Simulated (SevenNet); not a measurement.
We consider zinc-blende AlSb, described by the machine-learned potential SevenNet-0 (trained on PBE and PBE+U data).

Energies at three volumes about the minimum:

| V (Å³/atom) | E − E_lowest (meV/atom) |
|---|---|
| 29.780 | 1.11 |
| 30.234 | 0.00 |
| 30.687 | 1.01 |

Q: Fit a parabola by hand: where is the minimum, what lattice constant follows, and what is the bulk modulus?

A: Slopes: (0.00 − 1.11)/(30.234 − 29.780) = -2.445 and (1.01 − 0.00)/(30.687 − 30.234) = 2.230 meV/Å³. Curvature E″ = 2 × (2.230 − (-2.445))/(30.687 − 29.780) = 10.309 meV/Å⁶. From the middle of the first interval, the slope vanishes at V0 = 30.0070 − (-2.445)/10.309 = 30.244 Å³/atom. B = V0 E″ = 30.244 × 10.309 meV/Å³ × 0.1602 GPa per meV/Å³ = 50.0 GPa. With 8 atoms in the cube, a = (8 × 30.244)^(1/3) = 6.231 Å. The full Birch–Murnaghan fit to all volumes gives V0 = 30.238 Å³/atom and B0 = 49.9 GPa.

Measured, for comparison: bulk modulus 58.2 GPa (temperature not stated, not corrected to a static lattice; as tabulated in Toher et al. (2017), arXiv:1611.05714); lattice constant a 6.128 Å (low temperature, thermal expansion removed or low-temperature value; zero-point expansion not removed; as tabulated in Zhang et al. (2018), doi:10.1088/1367-2630/aac7f0). Computed (rounded) less measured: bulk modulus -14 %.

A machine-learned potential is trained on density-functional data: it inherits that level's misses and adds fitting errors of its own.
